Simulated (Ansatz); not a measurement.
The system is MgS (Niningerite).

```
S Mg
1.0
     0.00000    2.60165    2.60165
     2.60165    0.00000    2.60165
     2.60165    2.60165    0.00000
S Mg
1 1
Direct
  0.50000 0.50000 0.50000
  0.00000 0.00000 0.00000
```

Base run:

```yaml
Program: Ansatz 0.2.0
Functional: r2SCAN0 form with a typed share of exact exchange
Potentials_or_basis: Ansatz PAW
Cutoff: "500 eV (not typed: the program's choice for these potentials)"
k_mesh: 5 × 5 × 5
Occupations: fermi-dirac, width 0.05 eV
Spin: no spin polarisation
```

Its results: band gap on the k mesh 3.87 eV, indirect (least direct gap 4.64 eV); pressure 0.1 GPa.

Task: The run is repeated on the same cell with these changes: share of exact exchange from 0 to 0.5. What comes out?

Result: Band gap on the k mesh 6.95 eV, indirect (least direct gap 7.59 eV); pressure -1.6 GPa.

Caveats: odd divisions of the mesh miss points on the zone boundary, where band edges often lie, so the gap on the mesh can be too wide; the PAW data sets come from PBE, with cores solved anew for the run's functional, which leaves a small shift of forces and pressure; the thresholds are loose for stress (some runs).

A k mesh can miss the band edges.
